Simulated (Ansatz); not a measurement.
## TiSi2 in Ansatz: the effect of functional

Crystal: TiSi2.

```
Ti Si
1.0
    -1.50176    1.74571    4.29469
     1.50176   -1.74571    4.29469
     1.50176    1.74571   -4.29469
Ti Si
1 2
Cartesian
  0.0000 0.0000 0.0000
  0.0000 0.0000 5.7556
  0.0000 0.0000 2.8338
```

The cell comes from a database or a generator and needn't be the stable form of this composition.

The cell isn't the ideal one: volume scaled by 1.06.

Alike in all runs:

- Program: Ansatz 0.2.0
- Task: single point
- Potentials or basis: Ansatz PAW
- k mesh: 12 × 12 × 12
- Occupations: fermi-dirac, width 0.05 eV
- Spin: no spin polarisation

```tsv
functional	cutoff	pressure (GPa)	largest force (eV/Å)
LDA	420 eV (not typed: the program's choice for these potentials)	-13.0	0.16
PBEsol	420 eV (not typed: the program's choice for these potentials)	?	?
r2SCAN	500 eV (not typed: the program's choice for these potentials)	-9.3	0.01
```

Problem. What does the run with functional PBEsol give?

Solution. Pressure -10.5 GPa; largest force 0.11 eV/Å.

Caveats: the PAW data sets come from PBE, with cores solved anew for the run's functional, which leaves a small shift of forces and pressure.
